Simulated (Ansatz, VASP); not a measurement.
# Two plane-wave programs on TiB2

```
CELL_PARAMETERS angstrom
3.08978 0.00000 0.00000
-1.54489 2.67583 0.00000
0.00000 0.00000 3.22840
ATOMIC_POSITIONS crystal
Ti 0.00000 0.00000 0.00000
B 0.33333 0.66667 0.50000
B 0.66667 0.33333 0.50000
```

Change from the starting cell: equal xx and yy strain of +2 %, PAW files.

Alike in both runs: task electric field gradients; functional PBE; k mesh 15 × 15 × 13; occupations fermi-dirac, width 0.08 eV; no spin polarisation.

|  | VASP | Ansatz |
| --- | --- | --- |
| version | VASP 6.6.1 | Ansatz 0.2.0 |
| potentials or method | VASP PAW PBE potentials, release 64 (Ti_sv, B) | PAW with Ansatz's default frozen-core files, scalar-relativistic |
| plane-wave cutoff (eV) | 520 | 420 |
| valence electrons in the cell | 18 | 18 |

Ansatz gave:

| Property | Result |
| --- | --- |
| pressure (GPa) | -9.8 |
| largest component of the traceless stress (GPa) | 5.66 |
| Vzz of the field gradient on the site that differs most (V/Å²) | 16.8 |

Task: What did VASP give for the same quantities?

Result: Pressure (GPa): -9.6; largest component of the traceless stress (GPa): 5.68; Vzz of the field gradient on the site that differs most (V/Å²): 14.8.

The functional is the same, so the differences come from potentials, cutoffs and numerics.
